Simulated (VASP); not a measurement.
# GdN: single point with PBE+U

The system is GdN.

```
Gd N
1.0
     2.53500   -2.53500    0.00000
     2.53500    2.53500    0.00000
     0.00000    0.00000    5.07000
Gd N
2 2
Cartesian
  0.0000 0.0000 0.0000
  2.5350 0.0000 2.5350
  2.5350 0.0000 0.0000
  0.0000 0.0000 2.5350
```

The cell comes from a database or a generator and needn't be the stable form of this composition.

```json
{
 "Program": "VASP 6.6.1",
 "Task": "single point",
 "Functional": "PBE",
 "Potentials or basis": "VASP PAW PBE potentials, release 64 (Gd, N)",
 "Cutoff": "520 eV",
 "k mesh": "8 × 8 × 6",
 "Occupations": "fermi-dirac, width 0.05 eV",
 "Spin": "collinear spin, ferromagnetic start",
 "Starting moments": "[7.0, 7.0, 0.0, 0.0] μB",
 "Hubbard terms": "Gd f U = 6 eV"
}
```

```json
{
  "Pressure": "-5.3 GPa",
  "Band gap on the k mesh": "none (metal or under the smearing width)",
  "Net moment": "14.00 μB per cell",
  "Site moments": "Gd +6.87; N -0.11 μB",
  "Valence electrons inside the program's atomic spheres": "Gd 15.18; N 3.61"
}
```

Levels at points of the mesh, in eV from the Fermi level:
Spin up:
| k point | band 26 | band 27 | band 28 | band 29 | band 30 | band 31 | band 32 | band 33 | band 34 | band 35 |
| --- | --- | --- | --- | --- | --- | --- | --- | --- | --- | --- |
| (0.00, 0.00, 0.00) | -0.25 | -0.25 | -0.24 | 0.16 | 0.16 | 0.16 | 2.55 | 2.55 | 2.55 | 2.96 |
| (0.50, 0.00, 0.00) | -3.20 | -2.01 | -2.01 | -1.43 | -1.43 | 3.92 | 3.92 | 4.62 | 4.91 | 5.04 |
| (0.50, 0.50, 0.00) | -1.38 | -0.25 | -0.25 | -0.25 | -0.25 | -0.24 | -0.24 | 6.19 | 6.20 | 6.54 |
| (0.00, 0.00, 0.50) | -2.55 | -0.40 | -0.40 | -0.40 | -0.40 | 0.87 | 0.87 | 4.51 | 4.96 | 5.27 |
| (0.50, 0.00, 0.50) | -4.07 | -2.27 | -2.27 | -2.27 | -2.27 | 5.01 | 5.01 | 5.69 | 5.73 | 6.30 |
| (0.50, 0.50, 0.50) | -2.08 | -1.49 | -1.49 | -1.49 | -1.49 | 3.50 | 3.50 | 3.50 | 3.50 | 6.49 |
Spin down:
```csv
k point,band 14,band 15,band 16,band 17,band 18,band 19
"(0.00, 0.00, 0.00)",-0.37,-0.37,-0.37,0.40,3.35,3.35
"(0.50, 0.00, 0.00)",-2.00,-1.27,-1.27,3.65,3.65,4.43
"(0.50, 0.50, 0.00)",-0.50,-0.50,-0.50,0.40,0.40,4.72
"(0.00, 0.00, 0.50)",-0.65,-0.65,-0.65,1.47,1.47,4.61
"(0.50, 0.00, 0.50)",-2.19,-2.19,-2.19,4.31,4.31,4.66
"(0.50, 0.50, 0.50)",-1.25,-1.25,-1.25,3.49,3.49,3.49
```

Eigenvalues of the final occupation matrices:
| site | spin | trace | eigenvalues |
| --- | --- | --- | --- |
| site 1 f | 1 | 6.94 | 0.99 0.99 0.99 0.99 0.99 0.99 0.99 |
| site 1 f | 2 | 0.04 | 0.00 0.00 0.00 0.00 0.01 0.01 0.01 |
| site 2 f | 1 | 6.94 | 0.99 0.99 0.99 0.99 0.99 0.99 0.99 |
| site 2 f | 2 | 0.04 | 0.00 0.00 0.00 0.00 0.01 0.01 0.01 |

Wall time 14 min on 1 thread of Intel(R) Xeon(R) 6975P-C (Granite Rapids), on a shared host, peak memory 0.59 GiB.

Caveat: spin-orbit coupling is left out, which moves the levels of the heavy elements. The state reached can hang on the start; a lower one may exist.
